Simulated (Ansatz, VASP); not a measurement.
**KF: VASP beside Ansatz**

```
K F
1.0
     0.00000    2.65441    2.65441
     2.65441    0.00000    2.65441
     2.65441    2.65441    0.00000
K F
1 1
Direct
  0.00000 0.00000 0.00000
  0.50000 0.50000 0.50000
```

Alike in both runs: task relaxation of cell and atoms; functional PBE; k mesh 8 × 8 × 8; occupations gaussian, width 0.02 eV; no spin polarisation.

|  | VASP | Ansatz |
| --- | --- | --- |
| version | VASP 6.6.1 | Ansatz 0.2.0 |
| potentials or method | VASP PAW PBE potentials, release 64 (K_sv, F) | scalar-relativistic, plane waves, PAW |
| plane-wave cutoff (eV) | 600 | 420 |
| valence electrons in the cell | 16 | 16 |

|  | VASP | Ansatz | Ansatz less VASP |
| --- | --- | --- | --- |
| gap on the k mesh at the Fermi level, each at its own relaxed structure (eV) | 5.95 | 5.96 | +0.015 |
| relaxed volume (Å³/atom) | 19.95 | 19.91 | -0.036 |
| relaxed cell length with the largest relative difference (Å) | 3.835 | 3.833 | -0.0023 |
| energy change over the relaxation (meV/atom) | -8 | -8 | +0.1 |

A k mesh can miss the band edges. As with any semilocal functional, this PBE gap is likely too small.
